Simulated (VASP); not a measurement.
A run of VASP 6.6.1 is set up as follows.

File INCAR:

```
SYSTEM = N
ALGO = Normal ; EDIFF = 1E-7
ENCUT = 520 ; GGA = PE
ISIF = 2 ; ISMEAR = 0
LASPH = .TRUE. ; LCHARG = .TRUE.
LELF = .TRUE. ; LREAL = .FALSE.
LVHAR = .TRUE. ; LWAVE = .FALSE.
NBANDS = 12 ; NELM = 80
PREC = Accurate ; SIGMA = 0.01
```

File KPOINTS:

```
k-points
0
G
  15 15 15
  0 0 0
```

The input POSCAR:

```
N
1.0
    1.5625703475      0.9021504108      2.7202931637
   -1.5625703475      0.9021504108      2.7202931637
    0.0000000000     -1.8043008215      2.7202931637
N
2
Direct
    0.2336400000      0.2336400000      0.2336400000
    0.7663600000      0.7663600000      0.7663600000
```

Potentials or basis: VASP PAW PBE potentials, release 64 (N).

Launch:

```bash
$ cat potpaw_PBE.64/N/POTCAR > POTCAR
$ mpirun -np 1 vasp_std > vasp.out
```

Question: Estimate the band gap on the k mesh.

Answer: 0.07 eV, indirect (least direct gap 0.10 eV).

Question: Predict the largest force.

Answer: 3.637 eV/Å.

Stress tensor (GPa, compression positive):
```
-45.31   0.00   0.00
  0.00 -45.31   0.00
  0.00   0.00 -31.14
```

Caveat: the cell as given lies far from equilibrium; so large a pressure means that the cell lies far from this level's equilibrium, or that cutoff or potentials fall short; an odd mesh through Γ misses points on the zone boundary, where band edges often lie; forces of over 1 eV/Å show positions far from the minimum, so gaps and moduli don't describe the material at rest.
